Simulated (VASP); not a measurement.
# C (Fd-3m) in VASP: further runs

One crystal, C, is run at these levels: PBEsol; tasks: relaxation of cell and atoms.

All numbers are computed with VASP 6.6.1; they aren't measurements. Logs are shortened: lines on timing, memory, paths and dates and some standing lists are left out, and cuts for length are marked.

### 1 The structure

It takes space group Fd-3m (No. 227, cubic). Conventional cell: a = 3.567 Å, b = 3.567 Å, c = 3.567 Å, α = 90.00°, β = 90.00°, γ = 90.00°. Around C (site symmetry -43m) lie 4 C at 1.54 Å.

This isn't the form of C at room conditions, which is graphite.

### 2 Relaxation of cell and atoms, PBEsol

File INCAR:

```
SYSTEM = C
PREC     = Accurate       ! precision mode
ENCUT    = 600            ! plane-wave cutoff, eV
EDIFF    = 1E-6           ! SCF threshold, eV
ISMEAR   = 0              ! smearing method
SIGMA    = 0.03           ! smearing width, eV
LREAL    = .FALSE.        ! projectors in reciprocal space
LASPH    = .TRUE.         ! aspherical terms in the spheres
NELM     = 80             ! most SCF steps
ALGO     = Normal         ! electronic algorithm
ISIF     = 3              ! what is computed and relaxed
LWAVE    = .FALSE.        ! write WAVECAR
LCHARG   = .FALSE.        ! write CHGCAR
GGA      = PS             ! functional
IBRION   = 2              ! ionic algorithm
NSW      = 90             ! ionic steps
EDIFFG   = -0.01          ! ionic threshold
```

File KPOINTS:

```
regular mesh
0
G
  14 14 14
  0 0 0
```

File POSCAR:

```
C
1.0
    0.0000000000      1.7833700000      1.7833700000
    1.7833700000      0.0000000000      1.7833700000
    1.7833700000      1.7833700000      0.0000000000
C
2
Direct
    0.0000000000      0.0000000000      0.0000000000
    0.2500000000      0.2500000000      0.2500000000
```

Potentials or basis: VASP PAW PBE potentials, release 64 (C).

On the command line:

```
> cat potpaw_PBE.64/C/POTCAR > POTCAR
> mpirun -np 1 vasp_std > vasp.out
```

OUTCAR:

```text
SYSTEM = C
   PREC = Accurate
   ENCUT = 600
   EDIFF = 1E-6
   ISMEAR = 0
   LREAL = .FALSE.
   LASPH = .TRUE.
   NELM = 80
   ISIF = 3
   GGA = PS
   IBRION = 2
   NSW = 90
   EDIFFG = -0.01

 ion  position               nearest neighbor table
   1  0.000  0.000  0.000-   2 1.54   2 1.54   2 1.54   2 1.54
   2  0.250  0.250  0.250-   1 1.54   1 1.54   1 1.54   1 1.54

  LATTYP: Found a face centered cubic cell.
 ALAT       =     3.5667400000

  Lattice vectors:

 A1 = (   0.0000000000,   1.7833700000,   1.7833700000)
 A2 = (   1.7833700000,   0.0000000000,   1.7833700000)
 A3 = (   1.7833700000,   1.7833700000,   0.0000000000)

Analysis of symmetry for initial positions (statically):
=====================================================================
 Subroutine PRICEL returns:
 Original cell was already a primitive cell.

 Routine SETGRP: Setting up the symmetry group for a
 face centered cubic supercell.

 Subroutine GETGRP returns: Found 48 space group operations
 (whereof 24 operations were pure point group operations)
 out of a pool of 48 trial point group operations.

The static configuration has the point symmetry T_d .
 The point group associated with its full space group is O_h .

Analysis of symmetry for dynamics (positions and initial velocities):
=====================================================================
 Subroutine PRICEL returns:
 Original cell was already a primitive cell.

 Routine SETGRP: Setting up the symmetry group for a
 face centered cubic supercell.

 Subroutine GETGRP returns: Found 48 space group operations
 (whereof 24 operations were pure point group operations)
 out of a pool of 48 trial point group operations.

The dynamic configuration has the point symmetry T_d .
 The point group associated with its full space group is O_h .

 Subroutine INISYM returns: Found 48 space group operations
 (whereof 24 operations are pure point group operations),
 and found     1 'primitive' translations

----------------------------------------------------------------------------------------

                                     Primitive cell

  volume of cell :      11.3437

  direct lattice vectors                    reciprocal lattice vectors
     0.000000000  1.783370000  1.783370000    -0.280368067  0.280368067  0.280368067
     1.783370000  0.000000000  1.783370000     0.280368067 -0.280368067  0.280368067
     1.783370000  1.783370000  0.000000000     0.280368067  0.280368067 -0.280368067

  length of vectors
     2.522066041  2.522066041  2.522066041     0.485611737  0.485611737  0.485611737

  position of ions in fractional coordinates (direct lattice)
     0.000000000  0.000000000  0.000000000
     0.250000000  0.250000000  0.250000000

  ion indices of the primitive-cell ions
[... 67 lines left out ...]
   ISTART =      0    job   : 0-new  1-cont  2-samecut
   ICHARG =      2    charge: 1-file 2-atom 10-const
   ISPIN  =      1    spin polarized calculation?
   LNONCOLLINEAR =      F non collinear calculations
   LSORBIT =      F    spin-orbit coupling
   LASPH  =      T    aspherical Exc in radial PAW
   ENCUT  =  600.0 eV  44.10 Ry    6.64 a.u.   5.04  5.04  5.04*2*pi/ulx,y,z
   NELM   =     80;   NELMIN=  2; NELMDL= -5     # of ELM steps
   EDIFF  = 0.1E-05   stopping-criterion for ELM
   LREAL  =      F    real-space projection
   EDIFFG = -.1E-01   stopping-criterion for IOM
   NSW    =     90    number of steps for IOM
   IBRION =      2    ionic relax: 0-MD 1-quasi-New 2-CG
   NFREE  =      1    steps in history (QN), initial steepest desc. (CG)
   ISIF   =      3    stress and relaxation
   ISYM   =      2    0-nonsym 1-usesym 2-fastsym
   POTIM  = 0.5000    time-step for ionic-motion
   TEBEG  =    0.0;   TEEND  =   0.0 temperature during run
   PSTRESS=    0.0 pullay stress
   NELECT =       8.0000    total number of electrons
   NUPDOWN=      -1.0000    fix difference up-down
   EMIN   =  10.00;   EMAX   =-10.00  energy-range for DOS
   EFERMI =   0.00;   METHOD = LEGACY
   ISMEAR =     0;   SIGMA  =   0.03  broadening in eV -4-tet -1-fermi 0-gaus
   EFERMI_NEDOS =   21; number of points for ismear=-14 and -15
   IALGO  =     38    algorithm
   IMIX   =      4    mixing-type and parameters
     AMIX     =   0.40;   BMIX     =  1.00
     AMIX_MAG =   1.60;   BMIX_MAG =  1.00
  volume/ion in A,a.u.               =       5.67        38.28
  Fermi-wavevector in a.u.,A,eV,Ry     =   1.457203  2.753714 28.891161  2.123440
  Thomas-Fermi vector in A             =   2.574032
   LORBIT       =      0    0 simple, 1 ext, 2 COOP (PROOUT), +10 PAW based schemes
   GGA     = PS    functional components
   LHFCALC =     F    Hartree Fock is set to
   AEXX    =    0.0000 exact exchange contribution
   IVDW    =     0    specifies the selected vdW correction
   LEPSILON=     F    determine dielectric tensor
   LRPA    =     F    only Hartree local field effects (RPA)
 conjugate gradient relaxation of ions
 non-spin polarized calculation
 Gauss-broadening in eV      SIGMA  =   0.03
  energy-cutoff  :      600.00
  volume of cell :       11.34
 maximum number of plane-waves:       388
   NGX =  9   NGY =  9   NGZ =  9

--------------------------------------- Ionic step        1  -------------------------------------------

 number of electron       7.9999999 magnetization

 Free energy of the ion-electron system (eV)
  ---------------------------------------------------
  ext. energy  EPLUGINS =         0.00000000
  ---------------------------------------------------
  free energy    TOTEN  =       -19.25323573 eV

  energy without entropy =      -19.25323573  energy(sigma->0) =      -19.25323573

 E-fermi :   9.8757     XC(G=0): -13.4328

 val. band max:        9.7081039549   @ k =   0.0000   0.0000   0.0000
 cond. band min:      13.7143554445   @ k =   0.3571   0.3571   0.0000
 fundamental gap:      4.0062514896
 Fermi energy:         9.8757204968

 k-point     1 :       0.0000    0.0000    0.0000
  band No.  band energies     occupation
      1     -11.8132      2.00000
      2       9.7081      2.00000
      3       9.7081      2.00000
      4       9.7081      2.00000
      5      15.2475      0.00000
      6      15.2475      0.00000
      7      15.2475      0.00000
      8      23.0763      0.00000
[... 324 lines left out ...]
--------------------------------------- Ionic step        3  -------------------------------------------

 number of electron       7.9999999 magnetization

 Free energy of the ion-electron system (eV)
  ---------------------------------------------------
  ext. energy  EPLUGINS =         0.00000000
  ---------------------------------------------------
  free energy    TOTEN  =       -19.25479916 eV

  energy without entropy =      -19.25479916  energy(sigma->0) =      -19.25479916

 E-fermi :  10.0479     XC(G=0): -13.4820

 val. band max:        9.8526693234   @ k =   0.0000   0.0000   0.0000
 cond. band min:      13.8814781587   @ k =   0.3571   0.3571   0.0000
 fundamental gap:      4.0288088353
 Fermi energy:        10.0479333586

 k-point     1 :       0.0000    0.0000    0.0000
  band No.  band energies     occupation
      1     -11.8030      2.00000
      2       9.8527      2.00000
      3       9.8527      2.00000
      4       9.8527      2.00000
      5      15.4195      0.00000
      6      15.4195      0.00000
      7      15.4195      0.00000
      8      23.4486      0.00000
[... 282 lines left out ...]
  FREE ENERGIE OF THE ION-ELECTRON SYSTEM (eV)
  ---------------------------------------------------
  free  energy   TOTEN  =       -19.2547991610 eV

  energy  without entropy=      -19.2547991610  energy(sigma->0) =      -19.25479916

 reached required accuracy - stopping structural energy minimisation
```

OSZICAR:

```text
N       E                     dE             d eps       ncg     rms          rms(c)
DAV:   1     0.211555617418E+01    0.21156E+01   -0.55979E+03  1688   0.112E+03
DAV:   2    -0.197778462991E+02   -0.21893E+02   -0.21130E+02  2640   0.124E+02
DAV:   3    -0.199148141475E+02   -0.13697E+00   -0.13697E+00  1784   0.130E+01
[... 18 lines left out ...]
DAV:   2    -0.192550179746E+02    0.55496E-03   -0.48217E-04  1824   0.214E-01    0.104E-01
DAV:   3    -0.192548015325E+02    0.21644E-03   -0.46689E-04  1792   0.172E-01    0.163E-02
DAV:   4    -0.192548004081E+02    0.11244E-05   -0.95866E-07  1648   0.137E-02    0.115E-02
DAV:   5    -0.192547991858E+02    0.12223E-05   -0.94649E-08   920   0.490E-03    0.683E-04
DAV:   6    -0.192547991610E+02    0.24800E-07   -0.27368E-09   832   0.668E-04
   3 F= -.19254799E+02 E0= -.19254799E+02  d E =-.156343E-02
```

Run time: 10 s. Hardware: 1 thread of AMD EPYC 9R45 (Zen 5), shared host; peak memory 0.09 GiB.

What came out:

| Quantity | Value |
| --- | --- |
| Free energy | -19.2548 eV |
| Relaxed volume | 5.62 Å³/atom |
| Relaxed cell | a = 2.514 Å, b = 2.514 Å, c = 2.514 Å, α = 60.00°, β = 60.00°, γ = 60.00° |
| Space group after relaxing (to 0.05 Å) | Fd-3m (No. 227) |
| Energy gained by relaxing | 0.8 meV/atom |
| Ionic steps | 3 |
| Pressure after relaxing | 0.0 GPa |
| Band gap on the k mesh | 4.03 eV, indirect (least direct gap 5.57 eV) |

Step by step:
| step | energy change (eV) | largest force (eV/Å) | pressure (GPa) | volume (Å³) |
| --- | --- | --- | --- | --- |
| 1 | 0.0000 | 0.0000 | -4.41 | 11.34 |
| 2 | 0.0010 | 0.0000 | 5.83 | 11.09 |
| 3 | -0.0016 | 0.0000 | -0.01 | 11.23 |

Final structure:
```cif
data_structure
_symmetry_space_group_name_H-M 'P 1'
_symmetry_Int_Tables_number 1
_cell_length_a 2.5137
_cell_length_b 2.5137
_cell_length_c 2.5137
_cell_angle_alpha 60.000
_cell_angle_beta 60.000
_cell_angle_gamma 60.000
_cell_volume 11.23
loop_
_atom_site_label
_atom_site_type_symbol
_atom_site_fract_x
_atom_site_fract_y
_atom_site_fract_z
_atom_site_occupancy
C1 C 0.00000 0.00000 0.00000 1
C2 C 0.25000 0.25000 0.25000 1
```

Caveat: the PAW data sets were made with another functional, which shifts forces and pressure a little.

(Part 1 of 2 ends here.)
